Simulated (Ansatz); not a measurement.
## GaP: sound and stiffness along [100], [110] and [111]

Computed with DFT LDA, scalar-relativistic, plane waves, PAW (Ansatz 0.2.0). Plane waves to 420 eV; Γ-centred k mesh 8×8×8; fixed occupations. No spin polarisation.

Relaxed structure:
```cif
data_structure
_symmetry_space_group_name_H-M 'P 1'
_symmetry_Int_Tables_number 1
_cell_length_a 3.8122
_cell_length_b 3.8122
_cell_length_c 3.8122
_cell_angle_alpha 60.000
_cell_angle_beta 60.000
_cell_angle_gamma 60.000
_cell_volume 39.18
loop_
_atom_site_label
_atom_site_type_symbol
_atom_site_fract_x
_atom_site_fract_y
_atom_site_fract_z
_atom_site_occupancy
Ga1 Ga 0.00000 0.00000 0.00000 1
P1 P 0.25000 0.25000 0.25000 1
```

With ions relaxed, on the cubic axes: C11 = 142.5, C12 = 64.0, C44 = 71.0 GPa. The density is 4.268 g/cm³.

Problem. Is the crystal stable against strain, and how anisotropic is it?

Solution. Born's conditions hold: C11 + 2C12 = 270.4, C11 − C12 = 78.5 and C44 = 71.0 GPa are all positive. B = (C11 + 2C12)/3 = 90.1 GPa. The two shear moduli are C44 and C′ = (C11 − C12)/2 = 39.3 GPa, so Zener's ratio is A = C44/C′ = 1.81: the tetragonal shear C′ is the soft one, as in many fcc and bcc metals and zincblende crystals. The Cauchy pressure C12 − C44 is -7.1 GPa; it would vanish for pair forces between atoms on inversion centres at zero pressure, and here it is small.

Problem. Give the sound speeds along the three symmetry directions.

Solution. The Christoffel equation gives ρv² for each branch:
```tsv
direction	branch	ρv²	GPa	v (m/s)
[100]	L	C11	142.5	5778
[100]	T (×2)	C44	71.0	4080
[110]	L	(C11 + C12 + 2C44)/2	174.3	6390
[110]	T, u ∥ [001]	C44	71.0	4080
[110]	T, u ∥ [1-10]	(C11 − C12)/2	39.3	3033
[111]	L	(C11 + 2C12 + 4C44)/3	184.9	6581
[111]	T (×2)	(C11 − C12 + C44)/3	49.9	3418
```

In a piezoelectric crystal some branches stiffen further, which is left out.

Problem. How does Young's modulus depend on direction?

Solution. Inverting gives S11 = 9.720, S12 = -3.011, S44 = 14.077 TPa⁻¹. Along a unit vector (l, m, n), 1/E = S11 − 2(S11 − S12 − S44/2)(l²m² + m²n² + n²l²), where the last bracket is 0, 1/4 and 1/3 for [100], [110] and [111]: E = 103, 145 and 169 GPa. With A > 1 the body diagonal is stiffest. For a film on (001), the biaxial modulus is C11 + C12 − 2C12²/C11 = 149 GPa and the normal strain is −2C12/C11 = -0.90 times the in-plane one.

GaP is stiffest along its bonds. Young's modulus rises from 103 GPa along [100] to 169 GPa along [111], and the longitudinal sound speed follows the same order. In the zincblende lattice every bond lies along a body diagonal, so a pull along [111] stretches one set of bonds directly, whereas a pull along [100] meets all bonds at the same oblique angle and is taken up largely by bond bending. The tetragonal shear C′ leaves all bond lengths unchanged to first order and is resisted mainly by the angular stiffness of the sp³ bonds, which is weaker than their resistance to stretching. This makes the [1-10]-polarised wave along [110] the slowest. The C44 shear also changes bond lengths, though the sublattices can shift against each other and relieve part of the strain. The small Cauchy pressure is therefore no direct measure of covalency. The positive moduli establish stability against small homogeneous strains, but not against short-wavelength phonons or transformation to another phase.
